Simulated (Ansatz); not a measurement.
**Ru: pressure against volume**

Ru, P6_3/mmc, a = 2.702 Å, c = 4.266 Å. Ansatz: r2SCAN, PAW, 500 eV, Γ-centred 18×18×10 mesh on 2 atoms, Gaussian smearing 0.10 eV; no spin polarisation. Shape and atoms are relaxed at each volume; pressure is positive in compression.

| V (Å³/atom) | P (GPa) |
| --- | --- |
| 11.871 | 58.54 |
| 12.276 | 39.91 |
| 12.680 | 24.24 |
| 13.085 | 11.07 |
| 13.490 | 0.00 |
| 13.894 | -9.29 |
| 14.299 | ? |
| 14.839 | -25.50 |

Problem. Take V0 = 13.490 Å³/atom, fit the third-order Birch–Murnaghan form to the other rows, and predict the missing pressure.

Solution. With the Eulerian strain f = ½[(V0/V)^(2/3) − 1] and y = P/[3f(1 + 2f)^(5/2)], the form is the line y = B0 + 1.5 B0 (B0′ − 4) f. Rows (f, y): 0.04449, 354.4; 0.03244, 350.5; 0.02107, 345.9; 0.01026, 341.8; -0.00974, 334.0; -0.03078, 323.7. Means f = 0.01129, y = 341.72; Σ(Δf)² = 0.003858, ΣΔfΔy = 1.568; the slope is their ratio. y = 337.1 + 406.4 f GPa, so B0 = 337.1 GPa and B0′ = 4 + 2 × (406.4)/(3 × 337.1) = 4.80. At V = 14.299, f = -0.01904, y = 329.36 and P = -17.07 GPa. The run gave -17.07 GPa, the same to the digits shown.